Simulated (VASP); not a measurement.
**Si: single point with PBE+D3(BJ)**

The system is Si.

```
CELL_PARAMETERS angstrom
0.00000 2.71076 2.71076
2.71076 0.00000 2.71076
2.71076 2.71076 0.00000
ATOMIC_POSITIONS crystal
Si 0.75000 0.75000 0.75000
Si 0.50000 0.50000 0.50000
```

| Property | Result |
| --- | --- |
| Program | VASP 6.6.1 |
| Task | single point |
| Functional | PBE |
| Dispersion | D3(BJ) |
| Potentials or basis | VASP PAW PBE potentials, release 64 (Si) |
| Cutoff | 520 eV |
| k mesh | 12 × 12 × 12 |
| Occupations | gaussian, width 0.02 eV |
| Spin | no spin polarisation |

```
Pressure                   : -0.1 GPa
Band gap on the k mesh     : 0.56 eV, indirect (least direct gap 2.57 eV)
Dispersion energy per atom : -0.316 eV
```

Levels at points of the mesh, in eV from the valence-band top:
```csv
k point,band 2,band 3,band 4,band 5,band 6,band 7
"(0.00, 0.00, 0.00)",0.00,0.00,0.00,2.57,2.57,2.57
"(0.50, 0.00, 0.00)",-6.99,-1.20,-1.20,1.56,3.34,3.34
"(0.50, 0.50, 0.00)",-7.83,-2.86,-2.86,0.70,0.70,10.16
```

Wall time 16 s on 1 thread of AMD EPYC 9R45 96-Core Processor (Zen 5), on a shared host, peak memory 0.15 GiB.

A k mesh can miss the band edges. PBE gaps usually lie below the measured ones, often by a third to a half.
